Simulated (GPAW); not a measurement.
Here is a GPAW 26.7.0 calculation.

File run.py:

```python
from ase import Atoms
from ase.dft.bandgap import bandgap
from ase.io import write
from ase.units import GPa
from gpaw import GPAW, PW

atoms = Atoms(['Te', 'Sn'],
              cell=[[0.0, 3.15085, 3.15085],
                    [3.15085, 0.0, 3.15085],
                    [3.15085, 3.15085, 0.0]],
              scaled_positions=[[0.5, 0.5, 0.5],
                                [0.0, 0.0, 0.0]],
              pbc=True)

calc = GPAW(mode=PW(600),
            xc='revPBE',
            kpts={'size': (7, 7, 7), 'gamma': True},
            occupations={'name': 'fermi-dirac', 'width': 0.05},
            nbands=19,
            convergence={'density': 1e-05, 'energy': 1e-05},
            maxiter=150,
            txt='gpaw.txt')
atoms.calc = calc
energy = atoms.get_potential_energy()
forces = atoms.get_forces()
stress = atoms.get_stress()
calc.write('gs.gpw')
write('result.traj', atoms)
print(f'Energy: {energy:.6f} eV')
print('Forces (eV/A):')
print(forces.round(4))
print('Stress (GPa):', (stress / GPa).round(3))
print('Fermi level:', round(calc.get_fermi_level(), 4), 'eV')
print(f'Gap: {bandgap(calc)[0]:.4f} eV, direct: {bandgap(calc, direct=True)[0]:.4f} eV')

path = atoms.cell.bandpath('GXWKGLUWLK,UX', npoints=100, eps=1e-4)
bs_calc = calc.fixed_density(kpts=path, symmetry='off', nbands=32,
                             convergence={'bands': 'CBM+6.0', 'eigenstates': 1e-6}, txt='bands.txt')
bs = bs_calc.band_structure()
bs.write('bs.json')
print(f'Gap on the path: {bandgap(bs_calc)[0]:.4f} eV')
```

Potentials or basis: the program's PAW data sets (release 1.2.1) made for this functional, pw.

Command:

```bash
$ OMP_NUM_THREADS=1 python run.py
```

(1) What does it give for the pressure?

(2) What does it give for the band gap along the path?

Answers

(1) 3.0 GPa.

(2) 0.09 eV, direct.

Caveat: this odd mesh misses L, where the gap lies, so gap, dielectric constants and Born charges aren't listed; spin-orbit coupling is left out, which moves the levels of the heavy elements.

**Experimental background.**

From a printed reference work, textbook, for a bulk crystal of SnTe at 300 K: band gap 0.18 eV (direct).

Against the measured gap of SnTe, 0.18 eV (direct; 300 K; a printed reference work, textbook), the calculated 0.09 eV is off by -0.09 eV. Spin-orbit coupling on Sn, Te is left out. The value is that of revPBE, without temperature or zero-point motion. Semilocal functionals fall short of measured gaps as a rule.
